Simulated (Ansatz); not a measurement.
Level of theory: DFT PBE, scalar-relativistic, plane waves, PAW (Ansatz). Settings: cutoff 420 eV, Γ-centred meshes spaced at most about 0.3 Å⁻¹, and about 0.25 Å⁻¹ or finer for metals (2π included), Gaussian smearing. No spin polarisation.

Each guess is relaxed in cell and atoms at zero pressure, on a coarse mesh first where it starts far from rest and then on a converged one. The steps can't lower the symmetry of the start, but it can rise. Energies are static (0 K, no zero-point motion).

Two unrelaxed guesses for Ba2Hf2O:

A.

```
CELL_PARAMETERS angstrom
4.33272 0.00000 0.00000
-2.16636 3.75224 0.00000
0.00000 0.00000 8.38657
ATOMIC_POSITIONS crystal
Ba 0.00000 0.00000 0.19511
Ba 0.00000 0.00000 0.80489
Hf 0.33333 0.66667 0.55091
Hf 0.66667 0.33333 0.44909
O 0.00000 0.00000 0.50000
```

B.

```
CELL_PARAMETERS angstrom
4.56201 0.00000 0.00000
-2.28101 3.95082 0.00000
0.00000 0.00000 7.84027
ATOMIC_POSITIONS crystal
Ba 0.33333 0.66667 0.26217
Ba 0.66667 0.33333 0.73783
Hf 0.33333 0.66667 0.62930
Hf 0.66667 0.33333 0.37070
O 0.00000 0.00000 0.00000
```

**Question.** Where do they end, and which end is lower?

**Answer.** B ends lower, by 116 meV/atom. A: P-3m1 at 27.3 Å³/atom → P-3m1 at 26.9 Å³/atom; B: P-3m1 at 28.3 Å³/atom → P-3m1 at 26.8 Å³/atom. Counting Ba or Hf atoms around O (for each partner element, those within 1.25 times its shortest distance or 1.15 times the sum of covalent radii, where it is the nearest in units of that sum or under 1.3), the end of A and the end of B both have O 6. End of A. Conventional cell: a = 3.528 Å, c = 12.467 Å. Ba has 6 Ba at 3.53 Å, 3 Hf at 3.75 Å, 1 Ba at 3.94 Å and 1 O at 4.26 Å; Hf has 3 O at 2.32 Å, 3 Hf at 3.02 Å, 6 Hf at 3.53 Å and 3 Ba at 3.75 Å; O has 6 Hf at 2.32 Å, 6 O at 3.53 Å, 6 Hf at 4.22 Å and 2 Ba at 4.26 Å. End of B. Conventional cell: a = 3.533 Å, c = 12.407 Å. Ba has 3 O at 2.64 Å, 6 Ba at 3.53 Å, 3 Ba at 3.92 Å and 3 Hf at 3.97 Å; around Hf lie 3 Hf at 3.03 Å, 6 Hf at 3.53 Å and 3 Ba at 3.97 Å; O has 6 Ba at 2.64 Å.

Ends held by symmetry can be saddle points. Spin–orbit coupling, which can matter for Hf, is left out.
